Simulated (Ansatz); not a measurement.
Theory: Ansatz 0.2.0, DFT PBE, scalar-relativistic, plane waves, PAW.

Settings: cutoff 420 eV, Γ-centred mesh 9×9×4 on the computed 4-atom cell, Gaussian smearing of 0.02 eV; no spin polarisation.

Structure with the computed forces (eV/Å) in the last three columns:

```xyz
4
Lattice="3.6286 0.0000 0.0000 -1.8143 3.1425 0.0000 0.0000 0.0000 5.3723" Properties=species:S:1:pos:R:3:forces:R:3 pbc="T T T" pressure_GPa=-9.22
Li    1.8143    1.0475    4.7569    0.0000    0.0000   -0.1080
Li    0.0000    2.0950    2.0708    0.0000    0.0000   -0.1080
F     1.8143    1.0475    2.6300    0.0000    0.0000    0.1080
F     0.0000    2.0950    5.3161    0.0000    0.0000    0.1080
```

Stress tensor (GPa, compression positive):

```
-9.74  0.00  0.00
 0.00 -9.74  0.00
 0.00  0.00 -8.17
```

This wurtzite form isn't the usual stable structure of the compound.